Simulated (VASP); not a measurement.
# Si (Pm-3m) in VASP: further runs

One crystal, Si, is run at these levels: RPBE; tasks: single point.

Everything below comes from runs of VASP 6.6.1. Logs are shortened: lines on timing, memory, paths and dates and some standing lists are left out, and cuts for length are marked.

### Step 1. The structure

It takes space group Pm-3m (No. 221, cubic). The conventional cell has a = 2.542 Å, b = 2.542 Å, c = 2.542 Å, α = 90.00°, β = 90.00°, γ = 90.00°. Si (site symmetry m-3m) has 6 Si at 2.54 Å as nearest neighbours.

This isn't the form of Si at room conditions, which is diamond.

### Step 2. Single point, RPBE

The input, INCAR:

```
PREC = Accurate
ENCUT = 520
EDIFF = 1E-6
ISMEAR = -1
SIGMA = 0.1
LREAL = F
LASPH = T
NELM = 100
ALGO = Normal
ISIF = 2
LWAVE = F
LCHARG = T
GGA = RP
LELF = T
LVHAR = T
NBANDS = 8
```

The input, KPOINTS:

```
Automatic mesh
0
Gamma
  20 20 20
```

The input, POSCAR:

```
Si
1.0
    2.5417508536      0.0000000000      0.0000000000
    0.0000000000      2.5417508536      0.0000000000
    0.0000000000      0.0000000000      2.5417508536
Si
1
Direct
    0.0000000000      0.0000000000      0.0000000000
```

Potentials or basis: VASP PAW PBE potentials, release 64 (Si).

Launch:

```bash
$ cat potpaw_PBE.64/Si/POTCAR > POTCAR
$ mpirun -np 1 vasp_std > vasp.out
```

OUTCAR:

```text
PREC = Accurate
   ENCUT = 520
   EDIFF = 1E-6
   ISMEAR = -1
   LREAL = F
   LASPH = T
   NELM = 100
   ISIF = 2
   GGA = RP

 ion  position               nearest neighbor table
   1  0.000  0.000  0.000-

  LATTYP: Found a simple cubic cell.
 ALAT       =     2.5417508536

  Lattice vectors:

 A1 = (   2.5417508536,   0.0000000000,   0.0000000000)
 A2 = (   0.0000000000,   2.5417508536,   0.0000000000)
 A3 = (   0.0000000000,   0.0000000000,   2.5417508536)

Analysis of symmetry for initial positions (statically):
=====================================================================
 Subroutine PRICEL returns:
 Original cell was already a primitive cell.

 Routine SETGRP: Setting up the symmetry group for a
 simple cubic supercell.

 Subroutine GETGRP returns: Found 48 space group operations
 (whereof 48 operations were pure point group operations)
 out of a pool of 48 trial point group operations.

The static configuration has the point symmetry O_h .

Analysis of symmetry for dynamics (positions and initial velocities):
=====================================================================
 Subroutine PRICEL returns:
 Original cell was already a primitive cell.

 Routine SETGRP: Setting up the symmetry group for a
 simple cubic supercell.

 Subroutine GETGRP returns: Found 48 space group operations
 (whereof 48 operations were pure point group operations)
 out of a pool of 48 trial point group operations.

The dynamic configuration has the point symmetry O_h .

 Subroutine INISYM returns: Found 48 space group operations
 (whereof 48 operations are pure point group operations),
 and found     1 'primitive' translations

----------------------------------------------------------------------------------------

                                     Primitive cell

  volume of cell :      16.4210

  direct lattice vectors                    reciprocal lattice vectors
     2.541750854  0.000000000  0.000000000     0.393429591  0.000000000  0.000000000
     0.000000000  2.541750854  0.000000000     0.000000000  0.393429591  0.000000000
     0.000000000  0.000000000  2.541750854     0.000000000  0.000000000  0.393429591

  length of vectors
     2.541750854  2.541750854  2.541750854     0.393429591  0.393429591  0.393429591

  position of ions in fractional coordinates (direct lattice)
     0.000000000  0.000000000  0.000000000

  ion indices of the primitive-cell ions
   primitive index   ion index
                 1           1

----------------------------------------------------------------------------------------

 KPOINTS: Automatic mesh

Automatic generation of k-mesh.
 Grid dimensions read from file:
 generate k-points for:   20   20   20

 Generating k-lattice:

  Cartesian coordinates                     Fractional coordinates (reciprocal lattice)
     0.019671480  0.000000000  0.000000000     0.050000000  0.000000000  0.000000000
     0.000000000  0.019671480  0.000000000     0.000000000  0.050000000  0.000000000
     0.000000000  0.000000000  0.019671480     0.000000000  0.000000000  0.050000000

  Length of vectors
     0.019671480  0.019671480  0.019671480

  Shift w.r.t. Gamma in fractional coordinates (k-lattice)
     0.000000000  0.000000000  0.000000000

 Subroutine IBZKPT returns following result:
 ===========================================

 Found    286 irreducible k-points:

 Following reciprocal coordinates:
            Coordinates               Weight
  0.000000  0.000000  0.000000      1.000000
  0.050000  0.000000  0.000000      6.000000
  0.100000  0.000000  0.000000      6.000000
  0.150000  0.000000  0.000000      6.000000
  0.200000  0.000000  0.000000      6.000000
  0.250000  0.000000  0.000000      6.000000
[... 16 lines left out ...]
  0.150000  0.100000  0.000000     24.000000
  0.200000  0.100000  0.000000     24.000000
 [... further k-points ...]
   k-points           NKPTS =    286   k-points in BZ     NKDIM =    286   number of bands    NBANDS=      8
   number of dos      NEDOS =    301   number of ions     NIONS =      1
   total plane-waves  NPLWV =   8000
   dimension x,y,z NGX =    20 NGY =   20 NGZ =   20
   dimension x,y,z NGXF=    40 NGYF=   40 NGZF=   40
   ions per type =               1
   NGX,Y,Z   is equivalent  to a cutoff of  13.08, 13.08, 13.08 a.u.
   NGXF,Y,Z  is equivalent  to a cutoff of  26.16, 26.16, 26.16 a.u.
 SYSTEM =  unknown system
   PREC   = accura    normal or accurate (medium, high low for compatibility)
   ISTART =      0    job   : 0-new  1-cont  2-samecut
   ICHARG =      2    charge: 1-file 2-atom 10-const
   ISPIN  =      1    spin polarized calculation?
   LNONCOLLINEAR =      F non collinear calculations
   LSORBIT =      F    spin-orbit coupling
   LASPH  =      T    aspherical Exc in radial PAW
   ENCUT  =  520.0 eV  38.22 Ry    6.18 a.u.   4.73  4.73  4.73*2*pi/ulx,y,z
   NELM   =    100;   NELMIN=  2; NELMDL= -5     # of ELM steps
   EDIFF  = 0.1E-05   stopping-criterion for ELM
   LREAL  =      F    real-space projection
   EDIFFG = 0.1E-04   stopping-criterion for IOM
   NSW    =      0    number of steps for IOM
   IBRION =     -1    ionic relax: 0-MD 1-quasi-New 2-CG
   NFREE  =      0    steps in history (QN), initial steepest desc. (CG)
   ISIF   =      2    stress and relaxation
   ISYM   =      2    0-nonsym 1-usesym 2-fastsym
   POTIM  = 0.5000    time-step for ionic-motion
   TEBEG  =    0.0;   TEEND  =   0.0 temperature during run
   PSTRESS=    0.0 pullay stress
   NELECT =       4.0000    total number of electrons
   NUPDOWN=      -1.0000    fix difference up-down
   EMIN   =  10.00;   EMAX   =-10.00  energy-range for DOS
   EFERMI =   0.00;   METHOD = LEGACY
   ISMEAR =    -1;   SIGMA  =   0.10  broadening in eV -4-tet -1-fermi 0-gaus
   EFERMI_NEDOS =   21; number of points for ismear=-14 and -15
   IALGO  =     38    algorithm
   IMIX   =      4    mixing-type and parameters
     AMIX     =   0.40;   BMIX     =  1.00
     AMIX_MAG =   1.60;   BMIX_MAG =  1.00
  volume/ion in A,a.u.               =      16.42       110.81
  Fermi-wavevector in a.u.,A,eV,Ry     =   1.022418  1.932090 14.222697  1.045339
  Thomas-Fermi vector in A             =   2.156096
   LORBIT       =      0    0 simple, 1 ext, 2 COOP (PROOUT), +10 PAW based schemes
   GGA     = RP    functional components
   LHFCALC =     F    Hartree Fock is set to
   AEXX    =    0.0000 exact exchange contribution
   IVDW    =     0    specifies the selected vdW correction
   LEPSILON=     F    determine dielectric tensor
   LRPA    =     F    only Hartree local field effects (RPA)
 non-spin polarized calculation
  energy-cutoff  :      520.00
  volume of cell :       16.42
 maximum number of plane-waves:       466
 NGX is ok and might be reduce to    20
   NGX =  9   NGY =  9   NGZ =  9

 number of electron       4.0000000 magnetization

 Free energy of the ion-electron system (eV)
  ---------------------------------------------------
  ext. energy  EPLUGINS =         0.00000000
  ---------------------------------------------------
  free energy    TOTEN  =        -4.78845156 eV

  energy without entropy =       -4.77445104  energy(sigma->0) =       -4.78145130

 E-fermi :   8.1611     XC(G=0): -10.5403

 val. band max:        8.1551142540   @ k =   0.3000   0.3000   0.2500
 cond. band min:       8.1637131498   @ k =   0.2500   0.1500   0.1500
 fundamental gap:      0.0085988959
 Fermi energy:         8.1611414951

 k-point     1 :       0.0000    0.0000    0.0000
  band No.  band energies     occupation
      1      -4.9043      2.00000
      2      15.5403      0.00000
      3      15.5403      0.00000
      4      15.8039      0.00000
      5      15.8039      0.00000
      6      15.8039      0.00000
      7      23.7774      0.00000
      8      32.6390      0.00000

 k-point     2 :       0.0500    0.0000    0.0000
  band No.  band energies     occupation
      1      -4.8493      2.00000
      2      13.9710      0.00000
      3      15.5847      0.00000
      4      15.8495      0.00000
      5      15.8495      0.00000
      6      17.2903      0.00000
      7      23.9798      0.00000
      8      32.2160      0.00000

 k-point     3 :       0.1000    0.0000    0.0000
  band No.  band energies     occupation
      1      -4.6845      2.00000
      2      12.2623      0.00000
      3      15.7168      0.00000
      4      15.9857      0.00000
      5      15.9857      0.00000
      6      18.7272      0.00000
      7      24.6036      0.00000
      8      31.1791      0.00000

 k-point     4 :       0.1500    0.0000    0.0000
  band No.  band energies     occupation
      1      -4.4107      2.00000
      2      10.5786      0.00000
      3      15.9325      0.00000
      4      16.2116      0.00000
      5      16.2116      0.00000
      6      19.9236      0.00000
      7      25.6501      0.00000
      8      29.8750      0.00000

 k-point     5 :       0.2000    0.0000    0.0000
  band No.  band energies     occupation
      1      -4.0292      2.00000
      2       8.9477      0.00077
      3      16.2243      0.00000
      4      16.5248      0.00000
      5      16.5248      0.00000
      6      20.8999      0.00000
      7      27.0096      0.00000
      8      28.5002      0.00000

 k-point     6 :       0.2500    0.0000    0.0000
  band No.  band energies     occupation
      1      -3.5426      2.00000
      2       7.3876      1.99913
      3      16.5798      0.00000
      4      16.9211      0.00000
      5      16.9211      0.00000
      6      21.7472      0.00000
      7      27.1470      0.00000
      8      27.1470      0.00000

 k-point     7 :       0.3000    0.0000    0.0000
  band No.  band energies     occupation
      1      -2.9550      2.00000
      2       5.9123      2.00000
      3      16.9783      0.00000
      4      17.3922      0.00000
      5      17.3922      0.00000
      6      22.5493      0.00000
      7      25.8652      0.00000
      8      25.8652      0.00000

 k-point     8 :       0.3500    0.0000    0.0000
  band No.  band energies     occupation
      1      -2.2750      2.00000
      2       4.5368      2.00000
      3      17.3876      0.00000
      4      17.9212      0.00000
      5      17.9212      0.00000
      6      23.3495      0.00000
      7      24.6927      0.00000
      8      24.6927      0.00000

 k-point     9 :       0.4000    0.0000    0.0000
  band No.  band energies     occupation
      1      -1.5243      2.00000
      2       3.2868      2.00000
      3      17.7587      0.00000
      4      18.4692      0.00000
      5      18.4692      0.00000
      6      23.6792      0.00000
      7      23.6792      0.00000
      8      24.1479      0.00000

 k-point    10 :       0.4500    0.0000    0.0000
  band No.  band energies     occupation
      1      -0.7777      2.00000
      2       2.2396      2.00000
      3      18.0262      0.00000
      4      18.9426      0.00000
      5      18.9426      0.00000
      6      22.9246      0.00000
      7      22.9246      0.00000
      8      24.8695      0.00000
[... 78 lines left out ...]
 k-point    18 :       0.3500    0.0500    0.0000
  band No.  band energies     occupation
      1      -2.2205      2.00000
      2       4.5865      2.00000
      3      16.1585      0.00000
      4      17.9652      0.00000
      5      18.8981      0.00000
      6      23.2222      0.00000
      7      24.4453      0.00000
      8      24.7346      0.00000

 k-point    19 :       0.4000    0.0500    0.0000
  band No.  band energies     occupation
      1      -1.4698      2.00000
      2       3.3373      2.00000
      3      16.6276      0.00000
      4      18.5128      0.00000
      5      19.3741      0.00000
      6      22.6486      0.00000
      7      23.7221      0.00000
      8      24.7749      0.00000

 k-point    20 :       0.4500    0.0500    0.0000
  band No.  band energies     occupation
      1      -0.7229      2.00000
      2       2.2903      2.00000
      3      16.9930      0.00000
      4      18.9855      0.00000
      5      19.7987      0.00000
      6      21.9320      0.00000
      7      22.9685      0.00000
      8      25.3953      0.00000

 k-point    21 :       0.5000    0.0500    0.0000
  band No.  band energies     occupation
      1      -0.3138      2.00000
      2       1.7810      2.00000
      3      17.1360      0.00000
      4      19.1909      0.00000
      5      20.0070      0.00000
      6      21.6057      0.00000
      7      22.6691      0.00000
      8      25.7066      0.00000

 k-point    22 :       0.1000    0.1000    0.0000
  band No.  band energies     occupation
      1      -4.4649      2.00000
      2      11.9611      0.00000
      3      13.1096      0.00000
      4      16.1671      0.00000
      5      17.6639      0.00000
      6      20.1505      0.00000
      7      25.1798      0.00000
      8      29.5039      0.00000

 k-point    23 :       0.1500    0.1000    0.0000
  band No.  band energies     occupation
      1      -4.1913      2.00000
      2      10.6591      0.00000
      3      12.9785      0.00000
      4      16.3924      0.00000
      5      18.0371      0.00000
      6      21.3399      0.00000
      7      25.8887      0.00000
      8      28.2301      0.00000

 k-point    24 :       0.2000    0.1000    0.0000
  band No.  band energies     occupation
      1      -3.8101      2.00000
      2       9.1002      0.00017
      3      13.2364      0.00000
      4      16.7049      0.00000
      5      18.3974      0.00000
      6      22.3440      0.00000
      7      26.0811      0.00000
      8      27.8192      0.00000

 [... further k-points ...]
[... 5 lines left out ...]
  --------------------------------------------------------------------------------------
  -------------------------------------------------------------------------------------
  Total       -0.0224292     -0.0224292     -0.0224292     -0.0000000      0.0000000      0.0000000
  in kB       -2.1883960     -2.1883960     -2.1883960     -0.0000000      0.0000000      0.0000000
  external PRESSURE =      -2.1883960 kB  Pullay stress =       0.0000000 kB

 VOLUME and BASIS-vectors are now :
 -----------------------------------------------------------------------------
  energy-cutoff  :      520.00
  volume of cell :       16.42
      direct lattice vectors                 reciprocal lattice vectors
     2.541750854  0.000000000  0.000000000     0.393429591  0.000000000  0.000000000
     0.000000000  2.541750854  0.000000000     0.000000000  0.393429591  0.000000000
     0.000000000  0.000000000  2.541750854     0.000000000  0.000000000  0.393429591

 POSITION                                       TOTAL-FORCE (eV/Angst)
 -----------------------------------------------------------------------------------
      0.00000      0.00000      0.00000         0.000000      0.000000      0.000000
 -----------------------------------------------------------------------------------
    total drift:                               -0.000000     -0.000000      0.000000

  FREE ENERGIE OF THE ION-ELECTRON SYSTEM (eV)
  ---------------------------------------------------
  free  energy   TOTEN  =        -4.7884515634 eV

  energy  without entropy=       -4.7744510386  energy(sigma->0) =       -4.78145130
```

Run time: 9.2 s. Hardware: 1 thread of Intel Xeon 6975P-C (Granite Rapids), shared host; peak memory 0.13 GiB.

What came out:

```
Free energy            : -4.7885 eV
Pressure               : -0.2 GPa
Band gap on the k mesh : none (metal or under the smearing width)
```

Levels at points of the mesh, in eV from the Fermi level:
| k point | band 1 | band 2 | band 3 | band 4 | band 5 | band 6 |
| --- | --- | --- | --- | --- | --- | --- |
| (0.00, 0.00, 0.00) | -13.07 | 7.38 | 7.38 | 7.64 | 7.64 | 7.64 |
| (0.50, 0.00, 0.00) | -8.53 | -6.43 | 9.96 | 10.99 | 10.99 | 14.46 |
| (0.50, 0.50, 0.00) | -3.46 | -2.83 | -2.83 | 1.54 | 14.23 | 17.04 |
| (0.50, 0.50, 0.50) | 0.55 | 0.55 | 0.55 | 3.49 | 5.12 | 5.12 |

Caveat: the PAW data sets were made with another functional, which shifts forces and pressure a little.

(Continued in part 2 of 2.)
